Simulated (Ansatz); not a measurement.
# TaAs: stable or not

The cell was found from a structure generator's guess, not taken from experiment.

Method: DFT PBE, scalar-relativistic, plane waves, PAW (Ansatz). The final run on the 2-atom cell used 420 eV, a Γ-centred 18×18×16 mesh, 0.10 eV smearing and no spin polarisation.

```
CELL_PARAMETERS angstrom
3.41391 0.00000 0.00000
-1.70695 2.95653 0.00000
0.00000 0.00000 3.48432
ATOMIC_POSITIONS crystal
Ta 0.33333 0.66667 0.50000
As 0.00000 0.00000 0.00000
```

Formation energies are uncorrected and refer to the elements' standard structures at the same level.

Question: These tests were run: energy against the elements; phonons at Γ. What do they show?

Answer:

| test | result |
| --- | --- |
| energy against the elements | −0.54 eV/atom |
| phonons at Γ | lowest optical mode 238 cm⁻¹ |

It fails none of these tests. Other phases of the system weren't compared here, so this isn't yet thermodynamic stability. Phonons away from Γ weren't computed.

Spin–orbit coupling, which can matter for Ta, is left out. The reference form of As is held partly by dispersion forces, which this level lacks. The run for the phonons used an 18×18×16 k mesh and Fermi–Dirac smearing of 0.15 eV.
